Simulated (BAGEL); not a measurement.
# One shape, several levels: C3H6O (acetone)

Wanted: a comparison of 3 runs (B3LYP/6-31G*, PBE0/def2-SVP, PBE0/pcseg-1) of C3H6O (acetone). 

The results are computed with BAGEL 1.2.2.

1 further run of the same task is left out (set aside as unsound or not needed).

## 1. The structure to begin with

The species is C3H6O (10 atoms), meant as a singlet with charge 0. SMILES: `CC(C)=O`. Geometry: relaxed at PBE0-D4/def2-TZVP.

Bond lengths: C1–C2 1.506 Å, C2–C3 1.506 Å, C2–O4 1.206 Å, C1–H5 1.093 Å, C1–H6 1.094 Å, C1–H7 1.088 Å, C3–H8 1.094 Å, C3–H9 1.088 Å, C3–H10 1.093 Å. Some angles: C1–C2–C3 116.4°, C1–C2–O4 121.8°, C3–C2–O4 121.8°, C2–C1–H5 110.6°, C2–C1–H6 109.7°, C2–C1–H7 110.1°, C2–C3–H8 109.7°, C2–C3–H9 110.1°, C2–C3–H10 110.6°, H5–C1–H6 106.8°.

## 2. A single-point energy at B3LYP/6-31G(d) (density fitting with qzvpp-jkfit, spherical functions) (run 1)

Contents of input.json:

```json
{ "bagel": [

{
  "title": "molecule",
  "basis": "6-31gs.json",
  "df_basis": "qzvpp-jkfit",
  "angstrom": "false",
  "geometry": [
    { "atom": "C", "xyz": [ -1.44280590,  1.59436193, -1.14422917 ] },
    { "atom": "C", "xyz": [  0.94108361,  0.08825021, -0.75702429 ] },
    { "atom": "C", "xyz": [  0.99229519, -1.63688077,  1.50630069 ] },
    { "atom": "O", "xyz": [  2.71175699,  0.25473508, -2.18093292 ] },
    { "atom": "H", "xyz": [ -3.09404858,  0.35243392, -1.15518958 ] },
    { "atom": "H", "xyz": [ -1.69791892,  2.91169001,  0.42896783 ] },
    { "atom": "H", "xyz": [ -1.33754815,  2.64448274, -2.90942234 ] },
    { "atom": "H", "xyz": [ -0.44200694, -3.11067817,  1.29181678 ] },
    { "atom": "H", "xyz": [  2.84725035, -2.50502095,  1.69281666 ] },
    { "atom": "H", "xyz": [  0.52175338, -0.59337400,  3.22651839 ] }
  ]
},
{
  "title": "ks",
  "xc_func": "b3lyp"
},
{
  "title": "print",
  "file": "orbitals.molden",
  "orbitals": "true"
}

]}
```

The basis set 6-31G* is read from a file made from the Basis Set Exchange's data (not shown).

Launch:

```bash
BAGEL_NUM_THREADS=1 BAGEL input.json > input.out
```

Output:

```text
* using 1 threads per process

  ===============================================================
  ===============================================================

  *** Geometry ***

  { "atom" : "C", "xyz" : [     -1.442806,      1.594362,     -1.144229 ] },
  { "atom" : "C", "xyz" : [      0.941084,      0.088250,     -0.757024 ] },
  { "atom" : "C", "xyz" : [      0.992295,     -1.636881,      1.506301 ] },
  { "atom" : "O", "xyz" : [      2.711757,      0.254735,     -2.180933 ] },
  { "atom" : "H", "xyz" : [     -3.094049,      0.352434,     -1.155190 ] },
  { "atom" : "H", "xyz" : [     -1.697919,      2.911690,      0.428968 ] },
  { "atom" : "H", "xyz" : [     -1.337548,      2.644483,     -2.909422 ] },
  { "atom" : "H", "xyz" : [     -0.442007,     -3.110678,      1.291817 ] },
  { "atom" : "H", "xyz" : [      2.847250,     -2.505021,      1.692817 ] },
  { "atom" : "H", "xyz" : [      0.521753,     -0.593374,      3.226518 ] },

  Number of auxiliary basis functions:      410

  Since a DF basis is specified, we compute 2- and 3-index integrals:
    o Being stored without compression. Storage requirement is 0.015 GB

  Number of basis functions:       68
  Number of electrons      :       32

    * METHOD: MOLECULE                             0.16

  *** Kohn-Sham DFT ***

    * Removing 19009 points whose weight is below 1.00e-10
    * Grid points: 130051

  === Nuclear Repulsion ===
   119.9187136715

       - DIIS with orbital gradients will be used.

  === KS iteration (b3lyp / 6-31gs.json) ===
      0       -160.46916717          0.17088655           0.32
      1       -157.71388283          0.12940825           0.31
      2       -126.72506871          0.20600809           0.30
      3       -180.13936166          0.19311100           0.30
      4       -181.71679522          0.18335072           0.31
      5       -181.83275155          0.18233369           0.31
      6       -181.42655184          0.18077085           0.30
      7       -160.48784920          0.16335135           0.30
      8       -185.90228949          0.14460018           0.31
      9       -186.15224593          0.14908573           0.30
     10       -187.24529255          0.13595590           0.30
     11       -186.02484868          0.14893913           0.31
     12       -186.65850551          0.13796232           0.31
     13       -170.54902616          0.18093027           0.31
     14       -192.87787111          0.02630847           0.31
     15       -193.02403709          0.02141701           0.31
     16       -193.10726064          0.01206917           0.31
     17       -193.14810456          0.00301218           0.31
     18       -193.15158588          0.00045790           0.30
     19       -193.15164561          0.00009622           0.30
     20       -193.15164808          0.00004012           0.30
     21       -193.15164864          0.00000975           0.30
     22       -193.15164866          0.00000490           0.31
     23       -193.15164867          0.00000071           0.31
     24       -193.15164867          0.00000041           0.30
     25       -193.15164867          0.00000006           0.32
     26       -193.15164867          0.00000004           0.31
     27       -193.15164867          0.00000002           0.31
     28       -193.15164867          0.00000000           0.30
    * SCF iteration converged.

    * Permanent dipole moment:
           (    0.852120,     0.079933,    -0.685404) a.u.

    * METHOD: KS                                   9.51

    * METHOD: PRINT                                0.01

  ===============================================================
```

Run time: 9.9 s. Hardware: 1 thread of Arm Neoverse V2, shared host; peak memory 0.4 GiB.

## 3. Energy and gradient at PBE0/def2-SVP (density fitting with qzvpp-jkfit) (run 2)

Contents of dft.json:

```json
{ "bagel": [

{
  "title": "molecule",
  "basis": "svp",
  "df_basis": "qzvpp-jkfit",
  "geometry": [
    { "atom": "C", "xyz": [    -1.44280590,     1.59436193,    -1.14422917 ] },
    { "atom": "C", "xyz": [     0.94108361,     0.08825021,    -0.75702429 ] },
    { "atom": "C", "xyz": [     0.99229519,    -1.63688077,     1.50630069 ] },
    { "atom": "O", "xyz": [     2.71175699,     0.25473508,    -2.18093292 ] },
    { "atom": "H", "xyz": [    -3.09404858,     0.35243392,    -1.15518958 ] },
    { "atom": "H", "xyz": [    -1.69791892,     2.91169001,     0.42896783 ] },
    { "atom": "H", "xyz": [    -1.33754815,     2.64448274,    -2.90942234 ] },
    { "atom": "H", "xyz": [    -0.44200694,    -3.11067817,     1.29181678 ] },
    { "atom": "H", "xyz": [     2.84725035,    -2.50502095,     1.69281666 ] },
    { "atom": "H", "xyz": [     0.52175338,    -0.59337400,     3.22651839 ] }
  ]
},

{
  "title": "force",
  "method": [
    { "title": "ks", "xc_func": "pbe0" }
  ]
}

]}
```

Launch:

```bash
BAGEL_NUM_THREADS=1 BAGEL dft.json > dft.out
```

Output:

```text
* using 1 threads per process

  ===============================================================
  ===============================================================

  *** Geometry ***

  { "atom" : "C", "xyz" : [     -1.442806,      1.594362,     -1.144229 ] },
  { "atom" : "C", "xyz" : [      0.941084,      0.088250,     -0.757024 ] },
  { "atom" : "C", "xyz" : [      0.992295,     -1.636881,      1.506301 ] },
  { "atom" : "O", "xyz" : [      2.711757,      0.254735,     -2.180933 ] },
  { "atom" : "H", "xyz" : [     -3.094049,      0.352434,     -1.155190 ] },
  { "atom" : "H", "xyz" : [     -1.697919,      2.911690,      0.428968 ] },
  { "atom" : "H", "xyz" : [     -1.337548,      2.644483,     -2.909422 ] },
  { "atom" : "H", "xyz" : [     -0.442007,     -3.110678,      1.291817 ] },
  { "atom" : "H", "xyz" : [      2.847250,     -2.505021,      1.692817 ] },
  { "atom" : "H", "xyz" : [      0.521753,     -0.593374,      3.226518 ] },

  Number of auxiliary basis functions:      410

  Since a DF basis is specified, we compute 2- and 3-index integrals:
    o Being stored without compression. Storage requirement is 0.024 GB

  Number of basis functions:       86
  Number of electrons      :       32

    * METHOD: MOLECULE                             0.18

  The gradients will be computed analytically.

  *** Kohn-Sham DFT ***

    * Removing 19009 points whose weight is below 1.00e-10
    * Grid points: 130051

  === Nuclear Repulsion ===
   119.9187136715

       - DIIS with orbital gradients will be used.

  === KS iteration (pbe0 / svp) ===
      0       -160.01292198          0.14057904           0.37
      1       -156.16707684          0.12274417           0.36
      2       -134.41579042          0.18669094           0.39
      3       -182.18571716          0.14435892           0.38
      4       -188.48189888          0.09008112           0.37
      5       -190.88146149          0.06267684           0.37
[... 13 lines of this table left out ...]
     19       -192.78589055          0.00000004           0.37
     20       -192.78589055          0.00000001           0.37
    * SCF iteration converged.

    * Permanent dipole moment:
           (    0.876500,     0.082205,    -0.705031) a.u.

  * Nuclear energy gradient

    o Atom   0
        x         -0.0020431735
        y          0.0022104043
        z         -0.0014556176
    o Atom   1
        x         -0.0006914595
        y         -0.0000576347
        z          0.0005495431
    o Atom   2
        x          0.0012820660
        y         -0.0023221551
        z          0.0020918012
    o Atom   3
        x         -0.0026298422
        y         -0.0002373879
        z          0.0021052455
    o Atom   4
        x          0.0045985147
        y          0.0029815193
        z          0.0001767028
    o Atom   5
        x          0.0008907852
        y         -0.0036288535
        z         -0.0039157843
    o Atom   6
        x         -0.0006300570
        y         -0.0029335873
        z          0.0051228631
    o Atom   7
        x          0.0035793668
        y          0.0040489945
        z          0.0003118318
    o Atom   8
        x         -0.0054737097
        y          0.0023847262
        z         -0.0002291356
    o Atom   9
        x          0.0011170350
        y         -0.0024372480
        z         -0.0047571445
  * Gradient computed with                              3.99

    * METHOD: FORCE                               12.49

  ===============================================================
```

Wall time 13 s (1 thread of Arm Neoverse V2, shared host); peak memory 1.2 GiB.

## 4. The energy at PBE0/pcseg-1 (density fitting with qzvpp-jkfit) (run 3)

Contents of job.json:

```json
{ "bagel" : [

{
  "title" : "molecule",
  "basis" : "pcseg-1.json",
  "df_basis" : "qzvpp-jkfit",
  "angstrom" : "false",
  "geometry" : [
    { "atom" : "C", "xyz" : [    -1.44280590,     1.59436193,    -1.14422917 ] },
    { "atom" : "C", "xyz" : [     0.94108361,     0.08825021,    -0.75702429 ] },
    { "atom" : "C", "xyz" : [     0.99229519,    -1.63688077,     1.50630069 ] },
    { "atom" : "O", "xyz" : [     2.71175699,     0.25473508,    -2.18093292 ] },
    { "atom" : "H", "xyz" : [    -3.09404858,     0.35243392,    -1.15518958 ] },
    { "atom" : "H", "xyz" : [    -1.69791892,     2.91169001,     0.42896783 ] },
    { "atom" : "H", "xyz" : [    -1.33754815,     2.64448274,    -2.90942234 ] },
    { "atom" : "H", "xyz" : [    -0.44200694,    -3.11067817,     1.29181678 ] },
    { "atom" : "H", "xyz" : [     2.84725035,    -2.50502095,     1.69281666 ] },
    { "atom" : "H", "xyz" : [     0.52175338,    -0.59337400,     3.22651839 ] }
  ]
},

{
  "title" : "ks",
  "xc_func" : "pbe0"
},

{
  "title" : "print",
  "file" : "orbitals.molden",
  "orbitals" : "true"
}

]}
```

The basis set pcseg-1 is read from a file made from the Basis Set Exchange's data (not shown).

Launch:

```bash
BAGEL_NUM_THREADS=1 BAGEL job.json > job.out
```

Output:

```text
* using 1 threads per process

  ===============================================================
  ===============================================================

  *** Geometry ***

  { "atom" : "C", "xyz" : [     -1.442806,      1.594362,     -1.144229 ] },
  { "atom" : "C", "xyz" : [      0.941084,      0.088250,     -0.757024 ] },
  { "atom" : "C", "xyz" : [      0.992295,     -1.636881,      1.506301 ] },
  { "atom" : "O", "xyz" : [      2.711757,      0.254735,     -2.180933 ] },
  { "atom" : "H", "xyz" : [     -3.094049,      0.352434,     -1.155190 ] },
  { "atom" : "H", "xyz" : [     -1.697919,      2.911690,      0.428968 ] },
  { "atom" : "H", "xyz" : [     -1.337548,      2.644483,     -2.909422 ] },
  { "atom" : "H", "xyz" : [     -0.442007,     -3.110678,      1.291817 ] },
  { "atom" : "H", "xyz" : [      2.847250,     -2.505021,      1.692817 ] },
  { "atom" : "H", "xyz" : [      0.521753,     -0.593374,      3.226518 ] },

  Number of auxiliary basis functions:      410

  Since a DF basis is specified, we compute 2- and 3-index integrals:
    o Being stored without compression. Storage requirement is 0.024 GB

  Number of basis functions:       86
  Number of electrons      :       32

    * METHOD: MOLECULE                             0.18

  *** Kohn-Sham DFT ***

    * Removing 19009 points whose weight is below 1.00e-10
    * Grid points: 130051

  === Nuclear Repulsion ===
   119.9187136715

       - DIIS with orbital gradients will be used.

  === KS iteration (pbe0 / pcseg-1.json) ===
      0       -160.12865969          0.13925996           0.37
      1       -156.66254082          0.11668837           0.36
      2       -126.13879620          0.19849601           0.36
      3       -176.94778380          0.15834177           0.37
      4       -184.42694649          0.12865807           0.36
      5       -187.45782236          0.10297065           0.36
      6       -188.37782288          0.08933091           0.38
      7       -168.37494810          0.13261097           0.38
      8       -192.22626519          0.03204712           0.38
      9       -192.47671509          0.02997211           0.38
     10       -192.82462316          0.01086268           0.38
     11       -192.88809431          0.00189437           0.38
     12       -192.88961703          0.00066427           0.38
     13       -192.88982896          0.00013691           0.38
     14       -192.88983728          0.00001497           0.39
     15       -192.88983739          0.00000427           0.38
     16       -192.88983740          0.00000169           0.38
     17       -192.88983740          0.00000098           0.38
     18       -192.88983740          0.00000021           0.39
     19       -192.88983740          0.00000012           0.39
     20       -192.88983740          0.00000005           0.41
     21       -192.88983740          0.00000001           0.39
    * SCF iteration converged.

    * Permanent dipole moment:
           (    0.931295,     0.087365,    -0.749089) a.u.

    * METHOD: KS                                   9.00

    * METHOD: PRINT                                0.01

  ===============================================================
```

It took 9.6 s on 1 thread of Arm Neoverse V2, shared host; peak memory 0.49 GiB.

## 5. All runs side by side

| run | level | task | gradient kind | energy (Eh) | dipole moment (D) | HOMO energy (eV) | LUMO energy (eV) | wall time |
| --- | --- | --- | --- | --- | --- | --- | --- | --- |
| 1 | B3LYP/6-31G* (density fitting with qzvpp-jkfit, spherical functions) | energy | – | -193.151649 | 2.79 | -6.61 | -0.20 | 9.9 s |
| 2 | PBE0/def2-SVP (density fitting with qzvpp-jkfit) | gradient | analytic | -192.785891 | 2.87 | – | – | 13 s |
| 3 | PBE0/pcseg-1 (density fitting with qzvpp-jkfit) | energy | – | -192.889837 | 3.05 | -7.23 | -0.29 | 9.6 s |

## 6. Summary of results

| quantity | value |
| --- | --- |
| run 3: total energy | -192.88984 Eh |
| run 3: dipole moment | 3.05 D |
| run 3: HOMO energy | -7.23 eV |
| run 3: LUMO energy | -0.29 eV |
| run 3: HOMO–LUMO gap | 6.94 eV |

In words: The dipole moment (its size) runs from 2.79 D (B3LYP/6-31G*) to 3.05 D (PBE0/pcseg-1). The two ends differ in method and basis. Totals of different functionals can't be ranked against each other. All runs together took 32 s, the longest 13 s.
